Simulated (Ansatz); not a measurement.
# ZnS (F-43m) in Ansatz: reference runs

How does ZnS come out in PBE? The cell is run as given and disturbed.

All numbers are computed with Ansatz 0.2.0; they aren't measurements. Logs are shortened: lines on timing, memory, paths and dates and some standing lists are left out, and cuts for length are marked.

**Measured values to compare with.**

From “Electronic, vibrational, and thermodynamic properties of ZnS (zincblende and rocksalt structure)”, 2009, arxiv:0911.5022, for a bulk crystal of ZnS at 19 K: band gap 3.85 eV (direct).

The results are compared with them further down.

### Step 1. The crystal as given

It takes space group F-43m (No. 216, cubic). The conventional cell has a = 5.404 Å, b = 5.404 Å, c = 5.404 Å, α = 90.00°, β = 90.00°, γ = 90.00°. Around Zn (site symmetry -43m) lie 4 S at 2.34 Å. S (site symmetry -43m) is surrounded by 4 Zn at 2.34 Å.

### Step 2. Single point, PBE

input.yaml reads:

```yaml
crystal:
  lattice:
    - [0.0, 2.702, 2.702]
    - [2.702, 0.0, 2.702]
    - [2.702, 2.702, 0.0]
  atoms:
    - { symbol: Zn, position: [0.75, 0.75, 0.75] }
    - { symbol: S, position: [0.0, 0.0, 0.0] }
kpoints:
  mp_grid: { grid: [9, 9, 9] }
scf:
  occupations: { method: fermi_dirac, width: 0.05 }
hamiltonian:
  xc: pbe
  pseudopotentials: { kind: all_electron, lapw: { basis_error: 0.001 } }
output:
  forces: true
  stress: true
  eigenvalues: true
  populations: true
```

Potentials or basis: all-electron LAPW, scalar-relativistic.

Launch:

```console
> ansatz run input.yaml --threads 1 --pin off --max-ram 3072MiB --backend cpu --events-out ev --progress --plain --runs-dir out
```

Log:

```text
Warning: RAYON_NUM_THREADS=1 ignored (pool sized by the plan → 1); use --threads N
Zn: projections on atomic orbitals take those of the free atom 1s2 2s2 2p6 3s2 3p6 3d10 4s2, of charge +0.00 (hamiltonian.pseudopotentials.projection_atoms)
S: projections on atomic orbitals take those of the free atom 1s2 2s2 2p6 3s2 3p4, of charge +0.00 (hamiltonian.pseudopotentials.projection_atoms)
LAPW: plane waves up to 8.579 Å⁻¹, error target 1.0e-3 eV per atom; small_component_spin mean_spin; S in spheres of 1.038 Å, 14 of its electrons in bands, Dirac shells []; Zn in spheres of 1.302 Å, 20 of its electrons in bands, Dirac shells [] (how accurate: hamiltonian.pseudopotentials.lapw.basis_error, Limitations)
Engine: ansatz 0.2.0, x86_64-unknown-linux-gnu
Pseudopotentials: kind: all_electron
Pseudopotential: Zn, LAPW, valence charge 20, lapw/all_electron/scalar/gaussian/Zn, Koelling and Harmon's equation, gaussian nucleus
Pseudopotential: S, LAPW, valence charge 14, lapw/all_electron/scalar/gaussian/S, Koelling and Harmon's equation, gaussian nucleus
Functional definition: PBE
  parameter kappa = 0.804
  parameter beta = 0.06672455060314922
  exchange = pbe_x(kappa = kappa, mu = beta*pi^2/3)
  correlation = pbe_c(beta = beta)
Crystal: 2 atoms, lattice volume = 39.454 Å³
Basis set: ecut = 280.4421546980472 eV, 411 PW (Γ), exchange–correlation at level 2
Bands: 21, of which v1, the nominal top of the filled ones, is band 17 counted from 1 (16 counted from 0)
Symmetry: 24 space group operations
Space group: F-43m (ITA 216), of the structure as read, at distance tolerance 3.4e-5 Å
k-points: 35 of 729 (time reversal used)
Non-local potential: Zn, projectors of the file, none
Non-local potential: S, projectors of the file, none
Initial density: superposition of atomic densities (chi_scale 0.1, normalization cell, long waves kept (reshape's long-wave potential 0.00 eV rms))
Initial wavefunctions: plane waves of lowest kinetic energy (no species holds an atomic orbital)
Functional: x = pbe(κ = 0.804, μ = 0.2195149727645171), c = pbe(β = 0.06672455060314922)
iter 1 solved again at ethr=3.08e-3 eV; its pass at ethr=1.00e-1 eV (dr2=1.05e0 eV) is discarded
SCF iter   1: F=—  HF=-59737.761444 eV  |F-HF|=—  |Δ(HF+E_count)|=         —  Δρ=4.03e-2  dr2=1.05e0  ethr=3.08e-3  ⟨swp⟩=2.0  Hψ=5005  notcnv=0
preconditioner: auto → none  [insulator: Δε(μ)=2.380 eV  Ē_g=11.613 eV  σ=0.050 eV  W_gap=1.00  n_scr=14 (ndim 8)  ℏωp=25.1 eV  f_vac=0.113  D(μ)=0.00/eV (n_scr^D=0)  ε∞_Penn≈5.7]
iter 2 solved again at ethr=1.48e-4 eV; its pass at ethr=3.08e-3 eV (dr2=5.02e-2 eV) is discarded
SCF iter   2: F=—  HF=-59737.430585 eV  |F-HF|=—  |Δ(HF+E_count)|=   3.31e-1  Δρ=1.32e-2  dr2=5.02e-2  ethr=1.48e-4  ⟨swp⟩=2.0  Hψ=3857  notcnv=0
SCF iter   3: F=—  HF=-59737.339439 eV  |F-HF|=—  |Δ(HF+E_count)|=   9.11e-2  Δρ=7.57e-3  dr2=1.55e-2  ethr=1.48e-4  ⟨swp⟩=3.0  Hψ=2265  notcnv=0
SCF iter   4: F=—  HF=-59737.331890 eV  |F-HF|=—  |Δ(HF+E_count)|=         —  Δρ=3.73e-3  dr2=3.79e-3  ethr=4.57e-5  ⟨swp⟩=2.0  Hψ=2026  notcnv=0
the basis was enlarged: its passes take 145.8 KiB over the memory plan, 1 of 1 planned eigensolver slots
SCF iter   5: F=—  HF=-59737.332204 eV  |F-HF|=—  |Δ(HF+E_count)|=   3.13e-4  Δρ=6.76e-4  dr2=1.19e-4  ethr=1.11e-5  ⟨swp⟩=2.0  Hψ=2077  notcnv=0
SCF iter   6: F=—  HF=-59737.332267 eV  |F-HF|=—  |Δ(HF+E_count)|=   6.27e-5  Δρ=7.68e-5  dr2=1.60e-6  ethr=3.51e-7  ⟨swp⟩=2.8  Hψ=2058  notcnv=0
SCF iter   7: F=-59737.332270 eV  HF=-59737.332270 eV  |F-HF|=5.41e-9  |Δ(HF+E_count)|=   3.08e-6  Δρ=4.48e-6  dr2=8.04e-9  ethr=4.70e-9  ⟨swp⟩=3.0  Hψ=2196  notcnv=0
SCF 1 converged in 7 iterations: F = -59737.332270 eV  dr2 = 8.04e-9
SCF converged after 7 iterations
Free energy (F): -59737.332270 eV
Harris-Foulkes:  -59737.332270 eV  (|F-HF|=5.41e-9)
Internal energy: -59737.332270 eV  (E = F + TS)
E sigma→0 (E₀):  -59737.332270 eV
Fermi energy:    8.407114 eV
--- Per-component energies (eV) ---
  E_band       = -1880.246277
  E_kinetic    = 60684.782578
  E_xc         = -2648.997940
  E_electrostatic = -117773.116908  (all electrons and nuclei)
  E_smearing   = -0.000000  (= −TS)
  E_closure    = 0.000000  (closes the sum)
  E_atoms      = -59730.497347  (free atoms, spherical and without spin; not in F)
  Σ components = -59737.332270   (vs F -59737.332270, Δ=0.00e0)
  Basis errors (estimates in eV, not in F): energy 4.6e-4 per atom: plane waves 4.1e-4 (2.4e-4 summed), levels above the bands 2.4e-69, relativity 2.4e-8, radial functions 4.6e-5, core shells 1.5e-10; eigenvalues (radial functions only) 1.2e-6; not estimated: angular momenta, meshes, grids; target (lapw.basis_error) 1.0e-3; muffin-tin radii S 1.038 Å, Zn 1.302 Å
--- Forces (eV/Å), atoms counted from 1 ---
  atom   1  Zn    -0.00000000     0.00000000     0.00000000
  atom   2  S      0.00000000    -0.00000000    -0.00000000
  max |Σ_I F_I| component: 2.78e-17 eV/Å
--- Stress (GPa, compression-positive) ---
        1.611371      -0.000000       0.000000
       -0.000000       1.611371       0.000000
        0.000000       0.000000       1.611371
  P = ⅓ Tr σ = 1.6114 GPa (16.114 kbar)
--- Band table (eV; the first three rows and the last of 35) ---
  k-point 0: bands = ["-197.3489", "-142.1211", "-142.1211", "-142.1211", "-117.5446", "-71.7138", "-71.7138", "-71.7138", "-5.8293", "0.9762", "0.9762", "0.9762", "1.4754", "1.4754", "7.3103", "7.3103", "7.3103", "9.4229", "13.6831", "13.6831", "13.6831"]
  k-point 1: bands = ["-197.3489", "-142.1211", "-142.1211", "-142.1211", "-117.5446", "-71.7138", "-71.7138", "-71.7138", "-5.7364", "0.9765", "0.9931", "0.9931", "1.4739", "1.4739", "6.3799", "7.1920", "7.1920", "10.1281", "13.5907", "13.8883", "13.8883"]
  k-point 2: bands = ["-197.3489", "-142.1211", "-142.1211", "-142.1211", "-117.5446", "-71.7138", "-71.7138", "-71.7138", "-5.4857", "1.0050", "1.0327", "1.0327", "1.4751", "1.4751", "4.8589", "6.9175", "6.9175", "10.7467", "13.9866", "14.2498", "14.2498"]
  k-point 34: bands = ["-197.3489", "-142.1211", "-142.1211", "-142.1211", "-117.5446", "-71.7139", "-71.7139", "-71.7138", "-4.6086", "1.1059", "1.2383", "1.4002", "1.4625", "1.8253", "2.7612", "4.4195", "4.9424", "12.8815", "13.2159", "14.7942", "16.3074"]
--- Löwdin populations: 2 sites ---
  site symbol       q [e]
     0     Zn     28.7252
     1      S     17.0636
  spilling = 0.004592 (of n_electrons = 46.000000)
```

It took 9.2 s on 1 thread of AMD EPYC 7R13 (Zen 3), shared host; peak memory 0.31 GiB.

Results:

| Quantity | Value |
| --- | --- |
| Free energy | -59737.3323 eV |
| Pressure | 1.6 GPa |
| Band gap on the k mesh | 2.11 eV, direct |
| Loewdin charges | Zn +1.27; S -1.06 e |

Caveat: the atomic charges don't sum to the cell's charge.

### Step 3. Single point, PBE (atoms moved at random, drawn with an rms of 0.05 Å)

input.yaml: that of step 2 with these lines changed.

```diff
@@ -6,4 +6,4 @@
   atoms:
-    - { symbol: Zn, position: [0.75, 0.75, 0.75] }
-    - { symbol: S, position: [0.0, 0.0, 0.0] }
+    - { symbol: Zn, position: [0.739719, 0.743732, 0.747796] }
+    - { symbol: S, position: [-0.009039, 0.011854, -0.011851] }
 kpoints:
```

Potentials or basis: all-electron LAPW, scalar-relativistic.

Launch:

```console
> ansatz run input.yaml --threads 1 --pin off --max-ram 3072MiB --backend cpu --events-out ev --progress --plain --runs-dir out
```

Run time: 1.9 min. Hardware: 1 thread of AMD EPYC 7R13 (Zen 3), shared host; peak memory 0.85 GiB.

Results (log left out):

```
Free energy            : -59737.3207 eV
Pressure               : 1.7 GPa
Largest force          : 0.389 eV/Å
Band gap on the k mesh : 2.07 eV, direct
Loewdin charges        : Zn +1.28; S -1.06 e
```

Forces in eV/Å, atoms in the order of the input:
```
Zn   0.162 -0.161  0.315
S   -0.162  0.161 -0.315
```

Stress tensor (GPa, compression positive):
```
 1.77 -1.26  0.63
-1.26  1.77 -0.64
 0.63 -0.64  1.70
```

Levels at points of the mesh, in eV from the valence-band top:
```
           k point  band 15  band 16  band 17  band 18  band 19  band 20
(0.00, 0.00, 0.00)    -0.11    -0.02     0.00     2.07     6.31     6.32
```

Caveat: the atomic charges don't sum to the cell's charge.

### Step 4. How close it comes

Step 2. A measured gap of ZnS is 3.85 eV (direct; 19 K; quoted in “Electronic, vibrational, and thermodynamic properties of ZnS (zincblende and rocksalt structure)”, 2009, arxiv:0911.5022); the calculated 2.11 eV misses it by -1.74 eV. The value is that of PBE, without temperature or zero-point motion. Semilocal functionals fall short of measured gaps as a rule.
